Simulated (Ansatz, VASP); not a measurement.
**One calculation of Ta, two programs**

```
CELL_PARAMETERS angstrom
0.00000 3.32148 3.32131
3.31378 0.00000 3.32131
3.31378 3.32148 0.00000
ATOMIC_POSITIONS crystal
Ta 0.50000 0.50000 0.00000
Ta 0.75000 0.75000 0.25000
Ta 0.25000 0.25000 0.75000
Ta 0.00000 0.00000 0.50000
```

Alike in both runs: functional PBE; k mesh 4 × 4 × 4; occupations gaussian, width 0.1 eV; no spin polarisation.

Ansatz relaxed the structure, and its values are those at the end. VASP's run is a single point on that final structure, the one shown.

```csv
,VASP,Ansatz
version,VASP 6.6.1,Ansatz 0.2.0
potentials or method,"VASP PAW PBE potentials, release 64 (Ta_pv)","scalar-relativistic, plane waves, PAW"
plane-wave cutoff (eV),520,420
valence electrons in the cell,44,52
```

|  | VASP | Ansatz | Ansatz less VASP |
| --- | --- | --- | --- |
| gap on the k mesh at the Fermi level (eV) | none | none | - |
| pressure (GPa) | 0.1 | 0.0 | -0.07 |

A gap of «none» marks a metal or a gap that the smearing closes. With one functional, cell and mesh, what is left measures potentials, basis and numerics. The two sets of potentials don't hold the same shells in valence.

Caveats: the k mesh is coarse (spacing up to 0.41 Å⁻¹), so the values aren't converged. The runs have no spin-orbit coupling, so splittings on Ta are missing.
